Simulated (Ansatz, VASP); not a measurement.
Two plane-wave programs on BAs

File POSCAR:

```
BAs
1.0
    0.0000000000      2.3918676038      2.3918676038
    2.3918676038      0.0000000000      2.3918676038
    2.3918676038      2.3918676038      0.0000000000
B As
1 1
Direct
    0.0000000000      0.0000000000      0.0000000000
    0.2500000000      0.2500000000      0.2500000000
```

INCAR.step1

```
PREC = Accurate
ENCUT = 520
EDIFF = 1E-5
ISMEAR = 0
SIGMA = 0.01
LREAL = False
LASPH = True
NELM = 100
ALGO = Normal
ISIF = 2
LWAVE = True
GGA = PE
NBANDS = 11
```

Contents of INCAR.step2:

```
PREC = Accurate
ENCUT = 520
EDIFF = 1E-6
ISMEAR = 0
SIGMA = 0.01
LREAL = False
LASPH = True
NELM = 100
ALGO = Normal
ISIF = 2
LWAVE = False
LCHARG = True
GGA = PE
LHFCALC = True
HFSCREEN = 0.2079
PRECFOCK = Normal
LELF = True
LVHAR = True
ISTART = 1
NBANDS = 11
```

Contents of KPOINTS:

```
regular mesh
0
Gamma
  4 4 4
```

Input for Ansatz:

```yaml
crystal:
  lattice:
    - [0.0, 2.3918676038, 2.3918676038]
    - [2.3918676038, 0.0, 2.3918676038]
    - [2.3918676038, 2.3918676038, 0.0]
  atoms:
    - { symbol: B, position: [0.0, 0.0, 0.0] }
    - { symbol: As, position: [0.25, 0.25, 0.25] }
kpoints:
  mp_grid: { grid: [4, 4, 4] }
hamiltonian:
  xc: hse06
scf:
  occupations: { method: fixed }
  n_extra_bands: 4
output:
  forces: true
  stress: true
  eigenvalues: true
```

The cell was built by a generator and needn't be a form met in nature.

Alike in both runs: task single point; functional HSE06; k mesh 4 × 4 × 4; no spin polarisation.

|  | VASP | Ansatz |
| --- | --- | --- |
| version | VASP 6.6.1 | Ansatz 0.2.0 |
| potentials or method | VASP PAW PBE potentials, release 64 (B, As) | plane waves, PAW |
| plane-wave cutoff (eV) | 520 | 420 |
| occupations | gaussian, width 0.01 eV | fixed |
| valence electrons in the cell | 8 | 18 |

|  | VASP | Ansatz | Ansatz less VASP |
| --- | --- | --- | --- |
| gap on the k mesh at the Fermi level (eV) | 2.12 | 2.11 | -0.011 |
| pressure (GPa) | -0.6 | -0.5 | +0.14 |

The two sets of potentials don't hold the same shells in valence. Ansatz warned: «stress_exchange_threshold_loose».

Caveats: the k mesh is coarse (spacing up to 0.57 Å⁻¹), so the values aren't converged, least of all with exact exchange; the PAW data sets were made with another functional, which shifts forces and pressure a little (VASP). A k mesh can miss the band edges.
